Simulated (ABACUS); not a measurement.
Ag:

```
Ag
1.0
     0.00000    2.04275    2.04275
     2.04275    0.00000    2.04275
     2.04275    2.04275    0.00000
Ag
1
Cartesian
  0.0000 0.0000 0.0000
```

* Program: ABACUS 3.10.1
* Task: relaxation of cell and atoms
* Functional: OLYP
* Potentials or basis: SSSP 1.3 efficiency PBE
* Cutoff: 748 eV
* Density cutoff: 5987 eV
* Basis: plane waves
* k mesh: 9 × 9 × 9
* Occupations: fermi-dirac, width 0.05 eV
* Spin: no spin polarisation

At the start: pressure 7.2 GPa; volume 17.05 Å³/atom.

Q: Where does the relaxation end?

A: Over 10 steps the energy falls by 29.3 meV/atom and the volume is 18.51 Å³/atom (+8.6 %); space group Fm-3m (No. 225, to 0.05 Å).

The path:
```csv
step,energy change (eV),largest force (eV/Å),pressure (GPa),volume (Å³)
1,0.0000,0.0000,7.18,17.05
2,-0.0147,0.0000,4.80,17.44
3,-0.0277,0.0000,1.45,18.13
4,-0.0272,0.0000,-1.48,18.94
5,-0.0274,0.0000,-1.41,18.91
6,-0.0278,0.0000,-1.25,18.86
7,-0.0283,0.0000,-1.01,18.79
8,-0.0288,0.0000,-0.75,18.71
9,-0.0292,0.0000,-0.40,18.61
10,-0.0293,0.0000,-0.04,18.51
```

Final structure:
```cif
data_structure
_symmetry_space_group_name_H-M 'P 1'
_symmetry_Int_Tables_number 1
_cell_length_a 2.9691
_cell_length_b 2.9691
_cell_length_c 2.9691
_cell_angle_alpha 60.000
_cell_angle_beta 60.000
_cell_angle_gamma 60.000
_cell_volume 18.51
loop_
_atom_site_label
_atom_site_type_symbol
_atom_site_fract_x
_atom_site_fract_y
_atom_site_fract_z
_atom_site_occupancy
Ag1 Ag 0.00000 0.00000 0.00000 1
```

Caveat: the potentials were made for another functional, which shifts forces and pressure.
